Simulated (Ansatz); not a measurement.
Ge in Ansatz: the effect of target pressure

The system is Ge.

```xyz
2
Lattice="0.0000 2.8289 2.8289 2.8289 0.0000 2.8289 2.8289 2.8289 0.0000" Properties=species:S:1:pos:R:3 pbc="T T T"
Ge    4.2434    4.2434    4.2434
Ge    2.8289    2.8289    2.8289
```

Alike in all runs:

- Program: Ansatz 0.2.0
- Task: relaxation of cell and atoms
- Functional: PBE
- Potentials or basis: Ansatz PAW
- Cutoff: 420 eV (not typed: the program's choice for these potentials)
- k mesh: 8 × 8 × 8
- Occupations: fermi-dirac, width 0.05 eV
- Spin: no spin polarisation

Each run relaxes the cell or the atoms first.

| target pressure | relaxed volume (Å³/atom) | gap on the mesh (eV) |
| --- | --- | --- |
| 0 GPa | 23.91 | none |
| 2 GPa | 23.17 | none |
| 5 GPa | ? | ? |
| 10 GPa | 21.07 | 0.41 |
| 20 GPa | 19.43 | 0.34 |
| 30 GPa | 18.27 | 0.22 |

Task: What does the run with target pressure 5 GPa give?

Result: Relaxed volume 22.24 Å³/atom; gap on the mesh 0.19 eV.

Worked out: In Murnaghan's law V^(-B') rises as a straight line in P. The other rows fit best with B' = 4.2, V0 = 23.91 Å³/atom and B0 = 60 GPa, which gives 22.26 Å³/atom at 5 GPa, against the run's 22.24.

Caveats: the plane-wave basis is chosen anew once the cell has moved, so the energies of steps on either side of that aren't comparable; the volume moved by over 15 % at a fixed basis, so the end points are rough (some runs).

A k mesh can miss the band edges.

A gap of «none» marks a metal or a gap under the smearing width.
